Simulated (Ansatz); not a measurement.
# Sn: the cost of one run

Computed with Ansatz 0.2.0 (DFT PBEsol, scalar-relativistic, plane waves, PAW, unless a step's input says otherwise).

### 1 The system as given

The structure is orthorhombic, space group Cmce (No. 64). Conventional cell: a = 5.605 Å, b = 9.499 Å, c = 5.612 Å, α = 90.00°, β = 90.00°, γ = 90.00°. Sn (site symmetry m) is surrounded by 7 Sn at 3.03 to 3.47 Å.

As a file:

```cif
data_structure
_symmetry_space_group_name_H-M 'P 1'
_symmetry_Int_Tables_number 1
_cell_length_a 5.5146
_cell_length_b 5.5146
_cell_length_c 5.6122
_cell_angle_alpha 90.000
_cell_angle_beta 90.000
_cell_angle_gamma 118.916
_cell_volume 149.39
loop_
_atom_site_label
_atom_site_type_symbol
_atom_site_fract_x
_atom_site_fract_y
_atom_site_fract_z
_atom_site_occupancy
Sn1 Sn 0.15250 0.84750 0.07850 1
Sn2 Sn 0.65250 0.34750 0.42150 1
Sn3 Sn 0.84750 0.15250 0.92150 1
Sn4 Sn 0.34750 0.65250 0.57850 1
```

This is candidate A: alpha-gallium type (Cmce, No. 64).

(A quick probe on a coarse mesh, which set the mesh and smearing, is not shown.)

### 3 Coarse relaxation (candidate A)

Contents of input.yaml:

```yaml
crystal:
  lattice:
    - [2.802352057, -4.7494670463, 0.0]
    - [2.802352057, 4.7494670463, 0.0]
    - [0.0, 0.0, 5.612159326]
  atoms:
    - { symbol: Sn, position: [0.1525, 0.8475, 0.0785] }
    - { symbol: Sn, position: [0.6525, 0.3475, 0.4215] }
    - { symbol: Sn, position: [0.8475, 0.1525, 0.9215] }
    - { symbol: Sn, position: [0.3475, 0.6525, 0.5785] }
basis:
  ecutwfc: 420
kpoints:
  mp_grid: { grid: [4, 4, 4] }
hamiltonian:
  xc: pbesol
scf:
  occupations: { method: gaussian, width: 0.1 }
  lower_state_search: "off"
output:
  forces: true
  stress: true
  eigenvalues: true
relax:
  adjacent_minimum: "off"
  f_tol: 0.04
  max_steps: 70
  cell: { stress_tol: 0.4 }
```

Q: Estimate wall time and peak memory on 1 thread of an Arm CPU, shared host.

About 38 s, with a peak of 0.41 GiB.
